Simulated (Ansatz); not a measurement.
SnTe:

```
Te Sn
1.0
     0.00000    3.15085    3.15085
     3.15085    0.00000    3.15085
     3.15085    3.15085    0.00000
Te Sn
1 1
Direct
  0.50000 0.50000 0.50000
  0.00000 0.00000 0.00000
```

* Program: Ansatz 0.2.0
* Task: relaxation of cell and atoms
* Functional: revPBE
* Potentials or basis: Ansatz PAW
* Cutoff: 420 eV (not typed: the program's choice for these potentials)
* k mesh: 7 × 7 × 7
* Occupations: fermi-dirac, width 0.05 eV
* Spin: no spin polarisation

At the start: volume 31.28 Å³/atom.

**Question.** Where does the relaxation end?

**Answer.** It ends after 5 steps and the volume is 33.71 Å³/atom (+7.8 %); space group Fm-3m (No. 225, to 0.05 Å).

Step by step:
| step | energy change (eV) | largest force (eV/Å) | volume (Å³) |
| --- | --- | --- | --- |
| 1 | 0.0000 | 0.0000 | 62.56 |
| 2 | -0.0423 | 0.0000 | 68.70 |
| 3 | -0.0452 | 0.0000 | 67.57 |
| 4 | -0.0453 | 0.0000 | 67.41 |
| 5 | -0.0461 | 0.0000 | 67.41 |

Final structure:
```cif
data_structure
_symmetry_space_group_name_H-M 'P 1'
_symmetry_Int_Tables_number 1
_cell_length_a 4.5683
_cell_length_b 4.5683
_cell_length_c 4.5683
_cell_angle_alpha 60.000
_cell_angle_beta 60.000
_cell_angle_gamma 60.000
_cell_volume 67.41
loop_
_atom_site_label
_atom_site_type_symbol
_atom_site_fract_x
_atom_site_fract_y
_atom_site_fract_z
_atom_site_occupancy
Te1 Te 0.50000 0.50000 0.50000 1
Sn1 Sn 0.00000 0.00000 0.00000 1
```

Caveat: the plane-wave basis is chosen anew once the cell has moved, so the energies of steps on either side of that aren't comparable; the PAW data sets come from PBE, with cores solved anew for the run's functional, which leaves a small shift of forces and pressure.
